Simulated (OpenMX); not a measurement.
AlNi:

```
Ni Al
1.0
     2.88100    0.00000    0.00000
     0.00000    2.88100    0.00000
     0.00000    0.00000    2.88100
Ni Al
1 1
Direct
  0.50000 0.50000 0.50000
  0.00000 0.00000 0.00000
```

Base run:

| Property | Result |
| --- | --- |
| Program | OpenMX 3.8.5 |
| Functional | PBE |
| Potentials or basis | OpenMX 2013 PBE set, Ni6.0H-s3p2d2, Al7.0-s2p2d1, grid cutoff 500 Ry |
| k mesh | 7 × 7 × 7 |
| Occupations | fermi-dirac, width 0.05 eV |
| Spin | collinear spin, ferromagnetic start |
| Starting moments | [1.0, 0.0] μB |

Its results: pressure 3.7 GPa; net moment 0.00 μB per cell.

Q: The run is repeated on the same cell with these changes: potentials or basis from OpenMX 2013 PBE set, Ni6.0H-s3p2d2, Al7.0-s2p2d1, grid cutoff 500 Ry to OpenMX 2013 PBE set, Ni6.0H-s2p2d1, Al7.0-s2p1d1, grid cutoff 700 Ry. What comes out?

A: Pressure 7.3 GPa; net moment 0.00 μB per cell.

Caveats: the basis of atomic orbitals isn't converged, which shifts pressures, moduli and gaps; the transition metal has a single d function, too few for pressures, volumes and moments (some runs).
